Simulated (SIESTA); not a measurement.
Crystal: MgB2.

```
Mg B
1.0
     3.08500    0.00000    0.00000
    -1.54250    2.67169    0.00000
     0.00000    0.00000    3.52300
Mg B
1 2
Direct
  0.00000 0.00000 0.00000
  0.66667 0.33333 0.50000
  0.33333 0.66667 0.50000
```

Base run:

```yaml
Program: SIESTA 5.4.2
Functional: AM05
Potentials_or_basis: PseudoDojo 0.4 standard (PBEsol files)
Basis: DZP (energy shift 0.002 Ry)
Grid_cutoff: 800 Ry
Energy_shift: 0.002 Ry
k_mesh: 10 × 10 × 8
Occupations: fermi-dirac, width 0.05 eV
Spin: no spin polarisation
```

Its results: band gap on the k mesh none (metal or under the smearing width); pressure 2.5 GPa.

The run is repeated on the same cell with these changes: functional from AM05 to LDA; potentials or basis from PseudoDojo 0.4 standard (PBEsol files) to PseudoDojo 0.4 standard (LDA files). What comes out?

Band gap on the k mesh none (metal or under the smearing width); pressure -1.8 GPa.

Caveats: semicore shells carry a single zeta, which can move pressures by several GPa and volumes by a few percent; the basis of atomic orbitals isn't converged, which shifts pressures, moduli and gaps; the potentials were made for another functional, which shifts forces and pressure (some runs).
